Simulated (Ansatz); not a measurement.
Data sheet: ZrO₂ (DFT)

ZrO₂:
```
ZrO2
1.0
    5.15225     0.00000     0.00000
    0.00000     5.22703     0.00000
   -0.87000     0.00000     5.25770
Zr O
4 8
Direct
  0.72386   0.95789   0.79024
  0.27614   0.04211   0.20976
  0.27614   0.45789   0.70976
  0.72386   0.54211   0.29024
  0.06921   0.16630   0.84402
  0.93079   0.83370   0.15598
  0.93079   0.66630   0.65598
  0.06921   0.33370   0.34402
  0.55040   0.25737   0.02209
  0.44960   0.74263   0.97791
  0.44960   0.75737   0.47791
  0.55040   0.24263   0.52209
```

Space group P2_1/c (No. 14); conventional cell a = 5.1523 Å, b = 5.2270 Å, c = 5.3292 Å, α = γ = 90.00°, β = 99.40°.

Method: plane-wave PAW r²SCAN (Ansatz code). The cell and atoms are relaxed at this level. Other levels are named where they apply.

**Cell and energy**

Volume per atom: 11.80 Å³
Density: 5.78 g/cm³
Formation energy from the elements (no fitted shifts): -3.72 eV/atom

**Electronic structure**

* **Band gap**: 4.16 eV (indirect)
* **Valence-band maximum**: at Γ
* **Conduction-band minimum**: at Y2 (k = 0.500, 0.000, 0.000 in fractions of the reciprocal vectors)
* **Smallest direct gap on the standard path**: 4.23 eV

Symmetry was held in the r²SCAN relaxation. No spin polarisation was allowed. The references are the lowest solids computed at this level, not always the standard phases (solids in place of the gases). Scalar-relativistic: spin–orbit coupling is off unless named, which matters more the heavier the elements.

Potentials: the earlier of the program's two PAW sets. The files were generated under PBE; for other functionals the program regenerates the frozen cores, and for LDA and PBEsol the local potential too.
